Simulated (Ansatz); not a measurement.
Si: a jump of Si

These are results of DFT PBE, scalar-relativistic, plane waves, PAW (Ansatz 0.2.0), not measurements. (420 eV cutoff, 2×2×2 k-mesh, shifted by half a step, Gaussian smearing of 0.02 eV, no spin polarisation)

Host crystal, relaxed:

```
Si
1.0
     0.00000    2.73505    2.73505
     2.73505    0.00000    2.73505
     2.73505    2.73505    0.00000
Si
2
Direct
  0.75000 0.75000 0.75000
  0.50000 0.50000 0.50000
```

In a supercell of 32 host sites with charge +2, Si trades places with a neighbouring Si vacancy, moving 2.58 Å between the relaxed ends. Climbing-image nudged elastic band at fixed cell with images 0 (start) to 6 (end), the path measured over all atoms, converged to 0.05 eV/Å; the order of the saddle wasn't checked, and the small cell leaves errors of about a tenth of an eV.

Supercell rows in host cell vectors: 1 1 1; -3 1 1; 1 -3 1. Si was set at (0.750, 0.750, 0.750) of the host cell.

At the relaxed start Si has 3 Si at 2.35 Å.

Task: What barrier does the band give, and what surrounds the atom at the top?

Result: 0.85 eV at image 3, where Si has 6 Si at 2.86 Å.

Cost: 1 run of about 15 core-minutes, on Intel Xeon Processor @ 2.50GHz (Skylake/Cascade Lake) (shared hosts).